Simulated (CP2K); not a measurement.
Crystal: Au.

```
CELL_PARAMETERS angstrom
2.90000 0.00000 0.00000
-1.45000 2.51147 0.00000
0.00000 0.00000 4.88000
ATOMIC_POSITIONS crystal
Au 0.66667 0.33333 0.25000
Au 0.33333 0.66667 0.75000
```

This isn't the form of Au at room conditions, which is fcc.

Base run:

- Program: CP2K 2026.2
- Functional: LDA
- Potentials or basis: POTENTIAL_UZH Au GTH-PBE-q11; TZVP-MOLOPT-PBE-GTH basis
- Density cutoff: 9524 eV
- k mesh: 11 × 11 × 6
- Occupations: fermi-dirac, width 0.05 eV
- Spin: no spin polarisation

Its results: band gap on the k mesh none (metal or under the smearing width); pressure -3.3 GPa.

The run is repeated on the same cell with these changes: functional from LDA to TASK. What comes out?

Band gap on the k mesh none (metal or under the smearing width); pressure -7.1 GPa.

Caveats: the potentials were made for another functional, which shifts forces and pressure; the basis of atomic orbitals isn't converged, which shifts pressures, moduli and gaps.
